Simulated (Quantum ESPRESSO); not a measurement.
Crystal: WC.

```
CELL_PARAMETERS angstrom
0.00000 2.19268 2.19268
2.19268 0.00000 2.19268
2.19268 2.19268 0.00000
ATOMIC_POSITIONS crystal
W 0.00000 0.00000 0.00000
C 0.50000 0.50000 0.50000
```

Measurements of this composition are mostly on another form, of space group No. 187.

- Program: Quantum ESPRESSO 7.5
- Task: phonons
- Functional: PW91
- Potentials or basis: GBRV 1.5 PBE
- Cutoff: 762 eV
- Density cutoff: 6095 eV
- k mesh: 10 × 10 × 10
- Occupations: cold, width 0.2 eV
- Spin: no spin polarisation
- Mixing beta: 0.5
- Most SCF iterations: 120
- SCF threshold: 4e-10 Ry

The cell and the atoms were relaxed first, to 10.54 Å³/atom (a = 3.101 Å, b = 3.101 Å, c = 3.101 Å, α = 60.00°, β = 60.00°, γ = 60.00°), and the response was taken there.

Q: Where do the zone-centre optical modes lie?

A: T1u at 422 cm⁻¹ (IR).

Optical modes at Γ, degenerate ones joined:
| cm⁻¹ | components | symmetry | active in |
| --- | --- | --- | --- |
| 422 | 3 | T1u | IR |

Caveat: the potentials were made for another functional, which shifts forces and pressure.
